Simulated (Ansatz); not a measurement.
input.yaml

```yaml
crystal:
  lattice:
    - [16.3, 0.0, 0.0]
    - [0.0, 16.6, 0.0]
    - [0.0, 0.0, 6.7009777411]
  atoms:
    - { symbol: Si, position: [0.7127895678, 0.5, 0.6666666667] }
    - { symbol: Si, position: [0.6063947839, 0.6809507888, 0.6666666667] }
    - { symbol: Si, position: [0.6842811714, 0.6044719866, 0.1666666667] }
    - { symbol: Si, position: [0.3936052161, 0.6809507888, 0.6666666667] }
    - { symbol: Si, position: [0.5, 0.7089439732, 0.1666666667] }
    - { symbol: Si, position: [0.2872104322, 0.5, 0.6666666667] }
    - { symbol: Si, position: [0.3157188286, 0.6044719866, 0.1666666667] }
    - { symbol: Si, position: [0.3936052161, 0.3190492112, 0.6666666667] }
    - { symbol: Si, position: [0.3157188286, 0.3955280134, 0.1666666667] }
    - { symbol: Si, position: [0.6063947839, 0.3190492112, 0.6666666667] }
    - { symbol: Si, position: [0.5, 0.2910560268, 0.1666666667] }
    - { symbol: Si, position: [0.6842811714, 0.3955280134, 0.1666666667] }
    - { symbol: Si, position: [0.7082932081, 0.6180847999, 0.8333333333] }
    - { symbol: Si, position: [0.7405162796, 0.5, 0.3333333333] }
    - { symbol: Si, position: [0.5, 0.7361695998, 0.8333333333] }
    - { symbol: Si, position: [0.6202581398, 0.7045288731, 0.3333333333] }
    - { symbol: Si, position: [0.2917067919, 0.6180847999, 0.8333333333] }
    - { symbol: Si, position: [0.3797418602, 0.7045288731, 0.3333333333] }
    - { symbol: Si, position: [0.2917067919, 0.3819152001, 0.8333333333] }
    - { symbol: Si, position: [0.2594837204, 0.5, 0.3333333333] }
    - { symbol: Si, position: [0.5, 0.2638304002, 0.8333333333] }
    - { symbol: Si, position: [0.3797418602, 0.2954711269, 0.3333333333] }
    - { symbol: Si, position: [0.7082932081, 0.3819152001, 0.8333333333] }
    - { symbol: Si, position: [0.6202581398, 0.2954711269, 0.3333333333] }
basis:
  ecutwfc: 420
kpoints:
  mp_grid: { grid: [1, 1, 12] }
hamiltonian:
  xc: pbe
scf:
  occupations: { method: gaussian, width: 0.05 }
output:
  forces: true
  stress: true
  eigenvalues: true
  populations: true
  write_density: true
  write_potential: true
  elf: true
  volumetric_format: npy
relax:
  adjacent_minimum: "off"
  f_tol: 0.02
  max_steps: 45
  cell: { fix: [a, b, alpha, beta, gamma], stress_tol: 0.03 }
```

Launched with
```bash
ansatz run input.yaml --threads 4 --pin off --max-ram 11264MiB --backend cpu --events-out ev --progress --plain --runs-dir out
```

The calculation used Ansatz 0.2.0, DFT PBE, scalar-relativistic, plane waves, PAW.

Part of what the program printed, abridged:

```
Pseudopotentials: kind: paw
Pseudopotential: Si, paw, valence charge 4, recommended cutoff 420 eV (normal)
Functional definition: PBE
Crystal: 24 atoms, lattice volume = 1813.151 Å³
Basis set: ecut = 420 eV, 35475 PW (Γ), exchange–correlation on 240×240×90 points (8 copies of the dense FFT grid, shifted against one another)
Bands: 72, of which v1, the nominal top of the filled ones, is band 48 counted from 1 (47 counted from 0)
Symmetry: 4 space group operations
Space group: Pmm2 (ITA 25), of the structure as read, at distance tolerance 1.2e-4 Å
k-points: 7 of 12 (time reversal used)
Initial density: superposition of atomic densities (neutral atoms: chi_scale 0, normalization atom), corrected by the library's trained network
Initial wavefunctions: pseudopotential atomic-orbital guess
Functional: x = pbe(κ = 0.804, μ = 0.21951497), c = pbe(β = 0.06672455)
SCF iter   1: F=—  HF=-15242.050390 eV  |F-HF|=—  |Δ(HF+E_count)|=         —  Δρ=1.24e-3  dr2=4.48e-2  ethr=1.77e-3  ⟨swp⟩=9.0  Hψ=3027  notcnv=0  defer=24
SCF iter   2: F=—  HF=-15242.074301 eV  |F-HF|=—  |Δ(HF+E_count)|=   2.39e-2  Δρ=3.97e-4  dr2=6.65e-3  ethr=4.66e-5  ⟨swp⟩=2.0  Hψ=950  notcnv=0  defer=124
SCF iter   3: F=—  HF=-15242.073184 eV  |F-HF|=—  |Δ(HF+E_count)|=   1.12e-3  Δρ=1.10e-4  dr2=8.88e-4  ethr=6.93e-6  ⟨swp⟩=2.0  Hψ=714  notcnv=0  defer=124
SCF iter   4: F=—  HF=-15242.073119 eV  |F-HF|=—  |Δ(HF+E_count)|=   6.44e-5  Δρ=2.97e-5  dr2=3.46e-5  ethr=9.25e-7  ⟨swp⟩=2.0  Hψ=619  notcnv=0  defer=124
SCF iter   5: F=—  HF=-15242.073015 eV  |F-HF|=—  |Δ(HF+E_count)|=   1.04e-4  Δρ=7.13e-6  dr2=2.65e-6  ethr=3.60e-8  ⟨swp⟩=2.0  Hψ=716  notcnv=0  defer=124
SCF iter   6: F=—  HF=-15242.073016 eV  |F-HF|=—  |Δ(HF+E_count)|=   1.27e-6  Δρ=2.01e-6  dr2=1.25e-7  ethr=2.76e-9  ⟨swp⟩=2.0  Hψ=631  notcnv=0  defer=124
SCF iter   7: F=-15242.073016 eV  HF=-15242.073016 eV  |F-HF|=3.41e-8  |Δ(HF+E_count)|=   1.72e-7  Δρ=8.55e-7  dr2=5.55e-8  ethr=1.04e-10  ⟨swp⟩=20.6  Hψ=5065  notcnv=0
SCF 1 converged in 7 iterations: F = -15242.073016 eV  dr2 = 5.55e-8
relax step   1: F+E_penalty+E_count = -15242.07301632 eV  Δ(F+E_penalty+E_count) = +0.000e0 eV  max|allowed force component| = 4.834e-1 eV/Å  Δτ_max = 0.0000 Å  P = +0.508 GPa  Ω = 1813.151 Å³  fix = [a, b, alpha, beta, gamma]  reactions: a +0.654, b +0.654 GPa (7 SCF iters, dr2 threshold 1.00e-7 eV, accepted)
Crystal: 24 atoms, lattice volume = 1796.609 Å³
Basis set: ecut = 420 eV, 35031 PW (Γ), exchange–correlation on 240×240×90 points (8 copies of the dense FFT grid, shifted against one another)
Initial density: handed on by an earlier stage of this run
Initial wavefunctions: those handed on with the density
SCF iter   1: F=—  HF=-15242.369860 eV  |F-HF|=—  |Δ(HF+E_count)|=         —  Δρ=2.08e-3  dr2=2.07e-1  ethr=2.17e-4  ⟨swp⟩=3.1  Hψ=2455  notcnv=0
SCF iter   2: F=—  HF=-15242.361713 eV  |F-HF|=—  |Δ(HF+E_count)|=   8.15e-3  Δρ=1.33e-3  dr2=1.80e-1  ethr=2.15e-4  ⟨swp⟩=4.9  Hψ=1387  notcnv=0
SCF iter   3: F=—  HF=-15242.330755 eV  |F-HF|=—  |Δ(HF+E_count)|=   3.10e-2  Δρ=2.11e-4  dr2=1.51e-3  ethr=1.87e-4  ⟨swp⟩=3.1  Hψ=997  notcnv=0
SCF iter   4: F=—  HF=-15242.330666 eV  |F-HF|=—  |Δ(HF+E_count)|=   8.98e-5  Δρ=4.38e-5  dr2=4.57e-5  ethr=1.57e-6  ⟨swp⟩=2.0  Hψ=839  notcnv=0
SCF iter   5: F=-15242.330672 eV  HF=-15242.330670 eV  |F-HF|=1.66e-6  |Δ(HF+E_count)|=   4.54e-6  Δρ=8.26e-6  dr2=1.37e-6  ethr=2.50e-9  ⟨swp⟩=15.6  Hψ=5288  notcnv=0
SCF 2 converged in 5 iterations: F = -15242.330672 eV  dr2 = 1.37e-6
relax step   2: F+E_penalty+E_count = -15242.33067177 eV  Δ(F+E_penalty+E_count) = -2.577e-1 eV  max|allowed force component| = 2.521e-1 eV/Å  Δτ_max = 0.0763 Å  P = +0.221 GPa  Ω = 1796.609 Å³  energy of the carried Pulay correction = +6.315e-4 eV  fix = [a, b, alpha, beta, gamma]  reactions: a +0.209, b +0.209 GPa (5 SCF iters, dr2 threshold 2.40e-6 eV, accepted)
Crystal: 24 atoms, lattice volume = 1795.144 Å³
Basis set: ecut = 420 eV, 35003 PW (Γ), exchange–correlation on 240×240×90 points (8 copies of the dense FFT grid, shifted against one another)
SCF iter   1: F=—  HF=-15242.455057 eV  |F-HF|=—  |Δ(HF+E_count)|=         —  Δρ=2.15e-3  dr2=9.77e-2  ethr=1.10e-4  ⟨swp⟩=2.7  Hψ=2592  notcnv=0
SCF iter   2: F=—  HF=-15242.439761 eV  |F-HF|=—  |Δ(HF+E_count)|=   1.53e-2  Δρ=5.41e-4  dr2=6.88e-3  ethr=1.02e-4  ⟨swp⟩=3.0  Hψ=988  notcnv=0
SCF iter   3: F=—  HF=-15242.440829 eV  |F-HF|=—  |Δ(HF+E_count)|=   1.07e-3  Δρ=1.64e-4  dr2=1.20e-3  ethr=7.16e-6  ⟨swp⟩=2.0  Hψ=841  notcnv=0
SCF iter   4: F=—  HF=-15242.440572 eV  |F-HF|=—  |Δ(HF+E_count)|=   2.56e-4  Δρ=3.47e-5  dr2=5.05e-5  ethr=1.25e-6  ⟨swp⟩=2.7  Hψ=829  notcnv=0
SCF iter   5: F=—  HF=-15242.440594 eV  |F-HF|=—  |Δ(HF+E_count)|=   2.20e-5  Δρ=1.31e-5  dr2=5.95e-6  ethr=5.26e-8  ⟨swp⟩=2.0  Hψ=793  notcnv=0
SCF iter   6: F=-15242.440596 eV  HF=-15242.440596 eV  |F-HF|=1.08e-7  |Δ(HF+E_count)|=   1.87e-6  Δρ=2.89e-6  dr2=4.17e-7  ethr=2.50e-9  ⟨swp⟩=16.7  Hψ=4679  notcnv=0
SCF 3 converged in 6 iterations: F = -15242.440596 eV  dr2 = 4.17e-7
relax step   3: F+E_penalty+E_count = -15242.44059607 eV  Δ(F+E_penalty+E_count) = -1.099e-1 eV  max|allowed force component| = 1.707e-1 eV/Å  Δτ_max = 0.1095 Å  P = -0.071 GPa  Ω = 1795.144 Å³  energy of the carried Pulay correction = +6.877e-4 eV  fix = [a, b, alpha, beta, gamma]  reactions: a -0.175, b -0.175 GPa (6 SCF iters, dr2 threshold 2.40e-6 eV, accepted)
Crystal: 24 atoms, lattice volume = 1799.994 Å³
Basis set: ecut = 420 eV, 35123 PW (Γ), exchange–correlation on 240×240×90 points (8 copies of the dense FFT grid, shifted against one another)
SCF iter   1: F=—  HF=-15242.479628 eV  |F-HF|=—  |Δ(HF+E_count)|=         —  Δρ=7.46e-4  dr2=1.34e-2  ethr=1.33e-5  ⟨swp⟩=2.4  Hψ=2526  notcnv=0
SCF iter   2: F=—  HF=-15242.476668 eV  |F-HF|=—  |Δ(HF+E_count)|=   2.96e-3  Δρ=2.01e-4  dr2=8.97e-4  ethr=1.33e-5  ⟨swp⟩=2.0  Hψ=832  notcnv=0
SCF iter   3: F=—  HF=-15242.476727 eV  |F-HF|=—  |Δ(HF+E_count)|=   5.90e-5  Δρ=4.49e-5  dr2=7.97e-5  ethr=9.35e-7  ⟨swp⟩=2.0  Hψ=841  notcnv=0
SCF iter   4: F=—  HF=-15242.476727 eV  |F-HF|=—  |Δ(HF+E_count)|=   8.67e-7  Δρ=1.15e-5  dr2=5.35e-6  ethr=8.30e-8  ⟨swp⟩=2.0  Hψ=832  notcnv=0
SCF iter   5: F=-15242.476728 eV  HF=-15242.476728 eV  |F-HF|=3.67e-7  |Δ(HF+E_count)|=   1.96e-6  Δρ=4.18e-6  dr2=8.40e-7  ethr=1.90e-9  ⟨swp⟩=18.1  Hψ=4885  notcnv=0
SCF 4 converged in 5 iterations: F = -15242.476728 eV  dr2 = 8.40e-7
relax step   4: F+E_penalty+E_count = -15242.47672811 eV  Δ(F+E_penalty+E_count) = -3.613e-2 eV  max|allowed force component| = 2.947e-2 eV/Å  Δτ_max = 0.0362 Å  P = +0.003 GPa  Ω = 1799.994 Å³  energy of the carried Pulay correction = +5.018e-4 eV  fix = [a, b, alpha, beta, gamma]  reactions: a -0.013, b -0.013 GPa (5 SCF iters, dr2 threshold 1.82e-6 eV, accepted)
Crystal: 24 atoms, lattice volume = 1800.652 Å³
Basis set: ecut = 420 eV, 35139 PW (Γ), exchange–correlation on 240×240×90 points (8 copies of the dense FFT grid, shifted against one another)
SCF iter   1: F=—  HF=-15242.479575 eV  |F-HF|=—  |Δ(HF+E_count)|=         —  Δρ=3.21e-4  dr2=2.63e-3  ethr=1.83e-6  ⟨swp⟩=3.7  Hψ=2296  notcnv=0
SCF iter   2: F=—  HF=-15242.479299 eV  |F-HF|=—  |Δ(HF+E_count)|=   2.75e-4  Δρ=1.48e-4  dr2=1.15e-3  ethr=1.83e-6  ⟨swp⟩=2.3  Hψ=837  notcnv=0
SCF iter   3: F=—  HF=-15242.479140 eV  |F-HF|=—  |Δ(HF+E_count)|=   1.60e-4  Δρ=2.85e-5  dr2=2.82e-5  ethr=1.13e-6  ⟨swp⟩=2.9  Hψ=806  notcnv=0
SCF iter   4: F=—  HF=-15242.479054 eV  |F-HF|=—  |Δ(HF+E_count)|=   8.60e-5  Δρ=6.19e-6  dr2=1.49e-6  ethr=2.78e-8  ⟨swp⟩=2.6  Hψ=841  notcnv=0
SCF iter   5: F=—  HF=-15242.479054 eV  |F-HF|=—  |Δ(HF+E_count)|=   7.49e-7  Δρ=1.57e-6  dr2=7.66e-8  ethr=1.47e-9  ⟨swp⟩=2.3  Hψ=790  notcnv=0
SCF iter   6: F=-15242.479054 eV  HF=-15242.479054 eV  |F-HF|=9.37e-10  |Δ(HF+E_count)|=   2.27e-8  Δρ=4.05e-7  dr2=5.28e-9  ethr=5.35e-11  ⟨swp⟩=13.9  Hψ=4056  notcnv=0
SCF 5 converged in 6 iterations: F = -15242.479054 eV  dr2 = 5.28e-9
relax step   5: F+E_penalty+E_count = -15242.47905447 eV  Δ(F+E_penalty+E_count) = -2.326e-3 eV  max|allowed force component| = 4.538e-3 eV/Å  Δτ_max = 0.0141 Å  P = +0.006 GPa  Ω = 1800.652 Å³  energy of the carried Pulay correction = +4.766e-4 eV  fix = [a, b, alpha, beta, gamma]  reactions: a +0.004, b +0.004 GPa (6 SCF iters, dr2 threshold 5.43e-8 eV, accepted)
Initial wavefunctions: pseudopotential atomic-orbital guess (no wavefunctions were taken with the density)
SCF iter   1: F=—  HF=-15242.478709 eV  |F-HF|=—  |Δ(HF+E_count)|=         —  Δρ=3.30e-6  dr2=7.01e-8  ethr=3.11e-7  ⟨swp⟩=4.1  Hψ=4478  notcnv=0
SCF iter   2: F=—  HF=-15242.478616 eV  |F-HF|=—  |Δ(HF+E_count)|=   9.29e-5  Δρ=1.79e-6  dr2=1.16e-7  ethr=7.30e-11  ⟨swp⟩=4.6  Hψ=1511  notcnv=0
SCF iter   3: F=—  HF=-15242.478616 eV  |F-HF|=—  |Δ(HF+E_count)|=   1.58e-8  Δρ=6.98e-7  dr2=7.18e-9  ethr=7.30e-11  ⟨swp⟩=2.3  Hψ=716  notcnv=0
SCF iter   4: F=—  HF=-15242.478616 eV  |F-HF|=—  |Δ(HF+E_count)|=   1.20e-9  Δρ=2.98e-7  dr2=3.14e-9  ethr=7.48e-12  ⟨swp⟩=2.3  Hψ=813  notcnv=0
SCF iter   5: F=—  HF=-15242.478616 eV  |F-HF|=—  |Δ(HF+E_count)|=  3.11e-10  Δρ=4.36e-8  dr2=1.27e-10  ethr=3.27e-12  ⟨swp⟩=2.0  Hψ=724  notcnv=0
SCF iter   6: F=-15242.478616 eV  HF=-15242.478616 eV  |F-HF|=3.64e-12  |Δ(HF+E_count)|=  1.09e-11  Δρ=1.39e-8  dr2=1.09e-11  ethr=1.00e-12  ⟨swp⟩=11.1  Hψ=2950  notcnv=0
SCF 6 converged in 6 iterations: F = -15242.478616 eV  dr2 = 1.09e-11
WARN: The output density's exchange-correlation potential varies sharply where the density is thin. Do not read a vacuum level from v_tot or v_xc, or from such a field of the output density. On a cell that repeats whose density bears no net charge and no dipole along the vacuum's axis use v_es (v_loc + v_h of the components); under efield.dipole_correction with no amplitude use v_es + v_field, which holds any external_charges[].barrier, or the levels of the report's work_function block, which leave it out; under a non-zero efield.amplitude the vacuum is tilted and has no level; on a cell that repeats and bears such a dipole with no correction it is tilted too, and efield.dipole_correction wi ...
SCF converged after 6 iterations
Free energy (F): -15242.478616 eV
Harris-Foulkes:  -15242.478616 eV  (|F-HF|=3.64e-12)
Internal energy: -15242.464604 eV  (E = F + TS)
E sigma→0 (E₀):  -15242.471610 eV
Entropy (-TS):   -0.014013 eV (-0.584 meV/atom)
Fermi energy:    -1.988478 eV
--- Per-component energies (eV) ---
  E_band       = -617.366596
  E_kinetic    = 929.604563
  E_local      = -10398.018103  (includes V_loc(G=0)·N_el)
  E_nonlocal   = 627.915666
  E_hartree    = 4683.834701
  E_xc         = -1302.372785
  E_vxc        = -1090.215183  (∫ρ·V_xc dr)
  E_paw        = -12301.580607  (= ΣΔE_a)
  E_vpaw       = -54.323108  (= ΣTr[D̂ρ^β])
  E_aug_tail   = 0.000155  (compensation charges beyond the density's cutoff)
  E_ewald      = 2518.151807
  E_smearing   = -0.014013  (= −TS)
--- Forces (eV/Å), atoms counted from 1 ---
  atom   1  Si    -0.00159251     0.00000000     0.00413360
  atom   2  Si    -0.00063590    -0.00153552     0.00429837
  atom   3  Si    -0.00152189    -0.00058227     0.00414305
  atom   4  Si     0.00063590    -0.00153552     0.00429837
  atom   5  Si     0.00000000    -0.00158192     0.00400435
  atom   6  Si     0.00159251     0.00000000     0.00413360
  atom   7  Si     0.00152189    -0.00058227     0.00414305
  atom   8  Si     0.00063590     0.00153552     0.00429837
  atom   9  Si     0.00152189     0.00058227     0.00414305
  atom  10  Si    -0.00063590     0.00153552     0.00429837
  atom  11  Si     0.00000000     0.00158192     0.00400435
  atom  12  Si    -0.00152189     0.00058227     0.00414305
  atom  13  Si     0.00223600     0.00107599    -0.00435494
  atom  14  Si     0.00394163     0.00000000    -0.00366491
  atom  15  Si     0.00000000     0.00384738    -0.00353146
  atom  16  Si     0.00104909     0.00228430    -0.00455720
  atom  17  Si    -0.00223600     0.00107599    -0.00435494
  atom  18  Si    -0.00104909     0.00228430    -0.00455720
  atom  19  Si    -0.00223600    -0.00107599    -0.00435494
  atom  20  Si    -0.00394163     0.00000000    -0.00366491
  atom  21  Si     0.00000000    -0.00384738    -0.00353146
  atom  22  Si    -0.00104909    -0.00228430    -0.00455720
  atom  23  Si     0.00223600    -0.00107599    -0.00435494
  atom  24  Si     0.00104909    -0.00228430    -0.00455720
--- Stress (GPa, compression-positive) ---
        0.003126       0.000000       0.000000
        0.000000       0.003304       0.000000
        0.000000       0.000000       0.008728
  P = ⅓ Tr σ = 0.0051 GPa (0.051 kbar)
--- Band table (eV; the first three rows and the last of 7) ---
  k-point 0: bands = ["-12.7437", "-12.4495", "-12.4495", "-11.6216", "-11.6214", "-10.5206", "-10.4153", "-10.4152", "-10.2083", "-10.2083", "-9.3903", "-9.3899", "-9.1112", "-9.1112", "-8.7668", "-8.7493", "-8.7492", "-7.8815", "-7.8815", "-6.1043", "-6.1038", "-5.8444", "-5.8441", "-5.3002", "-5.2907", "-5.2907", "-5.0988", "-5.0987", "-4.9917", "-4.9915", "-4.4311", "-4.4303", "-3.9497", "-3.9310", "-3.9310", "-3.3801", "-3.3790", "-3.0642", "-2.8785", "-2.8785", "-2.6116", "-2.5972", "-2.5971", "-2.4853", "-2.4848", "-2.4429", "-2.3001", "-1.9012", "-1.8980", "-1.4978", "-1.4976", "-0.9965", "-0.9939", "-0.4937", "-0.0250", "-0.0247", "0.4246", "0.5536", "0.5567", "0.7010", "0.9193", "0 ...
  k-point 1: bands = ["-12.7232", "-12.4292", "-12.4292", "-11.6026", "-11.6023", "-10.6290", "-10.4053", "-10.4053", "-10.3264", "-10.3264", "-9.5916", "-9.5913", "-8.9173", "-8.9172", "-8.6240", "-8.6038", "-8.6037", "-7.9334", "-7.9334", "-6.1904", "-6.1900", "-5.7855", "-5.7851", "-5.2902", "-5.2066", "-5.2066", "-5.0728", "-5.0727", "-5.0055", "-5.0053", "-4.3599", "-4.3590", "-4.0011", "-4.0011", "-3.9325", "-3.3562", "-3.3551", "-3.1709", "-2.8804", "-2.8804", "-2.7916", "-2.7006", "-2.7004", "-2.4868", "-2.4785", "-2.4780", "-2.2028", "-1.9847", "-1.9818", "-1.3909", "-1.3906", "-0.9214", "-0.9183", "-0.4457", "-0.0633", "-0.0630", "0.4812", "0.5124", "0.5146", "0.7907", "0.8357", "0 ...
  k-point 2: bands = ["-12.6618", "-12.3685", "-12.3685", "-11.5455", "-11.5452", "-10.8826", "-10.5919", "-10.5919", "-10.3771", "-10.3771", "-9.8871", "-9.8868", "-8.6409", "-8.6407", "-8.2681", "-8.2571", "-8.2571", "-8.0659", "-8.0659", "-6.4057", "-6.4054", "-5.6132", "-5.6128", "-5.2657", "-5.0698", "-5.0697", "-4.9944", "-4.9943", "-4.9803", "-4.9803", "-4.1953", "-4.1942", "-4.1427", "-4.1426", "-3.8814", "-3.3991", "-3.2946", "-3.2937", "-3.2219", "-2.9454", "-2.9454", "-2.9328", "-2.9326", "-2.6074", "-2.4598", "-2.4593", "-2.1791", "-2.1765", "-1.9984", "-1.1486", "-1.1484", "-0.7496", "-0.7455", "-0.4026", "-0.1637", "-0.1633", "0.4422", "0.4435", "0.4933", "0.4950", "0.6410", "0 ...
  k-point 6: bands = ["-12.0201", "-12.0200", "-11.7328", "-11.7328", "-11.7325", "-11.7324", "-10.9528", "-10.9527", "-10.9525", "-10.9525", "-10.2408", "-10.2408", "-8.5319", "-8.5319", "-7.5551", "-7.5551", "-7.5549", "-7.5549", "-6.3784", "-6.3784", "-6.3781", "-6.3781", "-6.1391", "-6.1390", "-4.2912", "-4.2912", "-4.2311", "-4.2310", "-4.2308", "-4.2307", "-4.1480", "-4.1480", "-4.1474", "-4.1474", "-3.9692", "-3.9692", "-3.9152", "-3.9150", "-3.9146", "-3.9144", "-3.3652", "-3.3652", "-3.0649", "-3.0646", "-3.0628", "-3.0627", "-2.4079", "-2.4075", "-1.0480", "-1.0479", "-0.5114", "-0.5106", "-0.2138", "-0.2137", "-0.0435", "-0.0432", "-0.0427", "-0.0417", "0.0546", "0.0552", "0.0607" ...
--- Relaxed structure (5 steps of the walk, 5 accepted, 1 SCFs on fresh bases) ---
  F+E_penalty+E_count = -15242.47861625 eV   max|allowed force component| = 4.557e-3 eV/Å   (the final SCF, on the basis selected at the relaxed cell)
  cell:  # Å, volume = 1800.6518 Å³
    - [16.3, -2.05269653e-127, 0.0]
    - [-2.09047622e-127, 16.6, -5.33526583e-127]
    - [0.0, -2.15370467e-127, 6.65478522]
  atoms:
    - { symbol: Si, position: [0.70847050, 0.5, 0.66639407] }
    - { symbol: Si, position: [0.60421084, 0.67727915, 0.66644721] }
    - { symbol: Si, position: [0.68053734, 0.60232722, 0.16644945] }
    - { symbol: Si, position: [0.39578915, 0.67727915, 0.66644721] }
    - { symbol: Si, position: [0.5, 0.70470590, 0.16640043] }
    - { symbol: Si, position: [0.29152949, 0.5, 0.66639407] }
    - { symbol: Si, position: [0.31946265, 0.60232722, 0.16644945] }
    - { symbol: Si, position: [0.39578915, 0.32272084, 0.66644721] }
    - { symbol: Si, position: [0.31946265, 0.39767277, 0.16644945] }
    - { symbol: Si, position: [0.60421084, 0.32272084, 0.66644721] }
    - { symbol: Si, position: [0.5, 0.29529409, 0.16640043] }
    - { symbol: Si, position: [0.68053734, 0.39767277, 0.16644945] }
    - { symbol: Si, position: [0.71342935, 0.62100288, 0.83357533] }
    - { symbol: Si, position: [0.74651169, 0.5, 0.33355331] }
    - { symbol: Si, position: [0.5, 0.74205953, 0.83355519] }
    - { symbol: Si, position: [0.62323157, 0.70957595, 0.33357648] }
    - { symbol: Si, position: [0.28657064, 0.62100288, 0.83357533] }
    - { symbol: Si, position: [0.37676842, 0.70957595, 0.33357648] }
    - { symbol: Si, position: [0.28657064, 0.37899711, 0.83357533] }
    - { symbol: Si, position: [0.25348830, 0.5, 0.33355331] }
    - { symbol: Si, position: [0.5, 0.25794046, 0.83355519] }
    - { symbol: Si, position: [0.37676842, 0.29042404, 0.33357648] }
    - { symbol: Si, position: [0.71342935, 0.37899711, 0.83357533] }
    - { symbol: Si, position: [0.62323157, 0.29042404, 0.33357648] }
--- Löwdin populations: 24 sites ---
  site symbol q [e]
     0     Si      3.8658
     1     Si      3.8658
     2     Si      3.8658
     3     Si      3.8658
     4     Si      3.8658
     5     Si      3.8658
     6     Si      3.8658
     7     Si      3.8658
     8     Si      3.8658
     9     Si      3.8658
    10     Si      3.8658
    11     Si      3.8658
    12     Si      4.0253
    13     Si      4.0255
    14     Si      4.0255
    15     Si      4.0253
    16     Si      4.0253
    17     Si      4.0253
    18     Si      4.0253
    19     Si      4.0255
    20     Si      4.0255
    21     Si      4.0253
    22     Si      4.0253
    23     Si      4.0253
  spilling = 0.013604 (of n_electrons = 96.000000)
```

The relaxation met its thresholds.

It took 82 s on 4 threads of Intel(R) Xeon(R) 6975P-C (Granite Rapids), on a shared host, peak memory 3 GiB.